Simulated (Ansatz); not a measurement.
Runs of Ansatz 0.2.0 on TaN. It takes space group P6_3/mmc (No. 194, hexagonal). The conventional cell has a = 2.922 Å, b = 2.922 Å, c = 5.917 Å, α = 90.00°, β = 90.00°, γ = 120.00°. Ta (site symmetry -3m) has 6 N at 2.24 Å as nearest neighbours. N (site symmetry -6m2) is surrounded by 6 Ta at 2.24 Å. The cell comes from a database or a generator and needn't be the stable form of this composition.

```tsv
task	level	U	cell	hubbard projectors	double counting	target pressure (GPa)	gap on the mesh (eV)	pressure (GPa)	relaxed volume (Å³/atom)
single point	PBEsol+U	Ta d U = 2 eV	as given	ortho-atomic (the default)	fll (the default)	-	none	-8.8	-
relaxation of cell and atoms	LDA	-	relaxed to 10 GPa	-	-	10	none	10.0	-
single point	PBEsol+U	Ta d U = 3 eV	as given	ortho-atomic (the default)	fll (the default)	-	none	-7.9	-
relaxation of cell and atoms	LDA	-	relaxed to 2 GPa	-	-	2	none	2.0	-
single point	PBEsol+U	Ta d U = 8 eV	as given	ortho-atomic (the default)	fll (the default)	-	none	-2.4	-
relaxation of cell and atoms	RPBE	-	relaxed	-	-	-	none	0.0	11.05
relaxation of cell and atoms	LDA	-	relaxed	-	-	-	none	0.0	(a)
single point	PBEsol	-	as given	-	-	-	none	(b)	-
single point	PBEsol+U	Ta d U = 4 eV	as given	ortho-atomic (the default)	fll (the default)	-	none	(c)	-
single point	PBEsol+U	Ta d U = 6 eV	as given	ortho-atomic (the default)	fll (the default)	-	none	-4.8	-
single point	PBEsol+U	Ta d U = 5 eV	as given	ortho-atomic (the default)	fll (the default)	-	none	-5.9	-
relaxation of cell and atoms	LDA	-	relaxed to 5 GPa	-	-	5	none	5.0	-
```

Alike in all rows: potentials or basis Ansatz PAW; no spin polarisation; k mesh 7 × 7 × 4; cutoff (eV) 420; smearing fermi-dirac 0.05 eV.

Problem. Fill in the values left out.

Solution. (a) 10.39; (b) -10.4; (c) -6.9.

Caveats: the PAW data sets come from PBE, with cores solved anew for the run's functional, which leaves a small shift of forces and pressure; U without spin polarisation on a metal has little footing (some runs); the plane-wave basis is chosen anew once the cell has moved, so the energies of steps on either side of that aren't comparable (some runs).

A k mesh can miss the band edges, and the runs leave out spin-orbit coupling on Ta.

A gap of «none» marks a metal or a gap under the smearing width.
